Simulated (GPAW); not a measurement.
## HgTe: energy against volume and a worked fit

```yaml
crystal:
  lattice:
    - [0.00000, 3.21450, 3.21450]
    - [3.21450, 0.00000, 3.21450]
    - [3.21450, 3.21450, 0.00000]
  atoms:
    - { symbol: Hg, position: [0.00000, 0.00000, 0.00000] }
    - { symbol: Te, position: [0.25000, 0.25000, 0.25000] }
```

The cell was scaled at fixed shape and fractions and run with GPAW, PAW data sets generated for this functional, cutoff 600 eV; PBEsol+D3(zero damping), k mesh 6 × 6 × 6 on the cell of 2 atoms, fermi-dirac occupations of 0.05 eV, no spin polarisation, no spin-orbit coupling. Energies are those that the program minimises, any entropy of the smearing included. For a metal such a mesh isn't converged to the digits shown.

```csv
V (Å³/atom),energy over the lowest row (meV/atom)
31.2225,22.876
31.8868,?
32.5512,2.958
33.2155,0.000
33.8798,0.987
34.5441,5.458
35.2084,13.029
```

Q: Fit the third-order Birch-Murnaghan form, give V0, B0 and B′, and predict the energy left open.

A: With y = (V0/V)^(2/3), E = E0 + (9 V0 B0/16) [(y - 1)³ B′ + (y - 1)² (6 - 4y)]. Least squares through the rows shown give V0 = 33.3705 Å³/atom, E0 = -0.108 meV, B0 = 46.44 GPa (1 eV/Å³ = 160.218 GPa) and B′ = 5.19, with a largest miss of 0.004 meV. At V = 31.8868 the form with these constants gives 10.393 meV; the run gave 10.390 meV an atom.
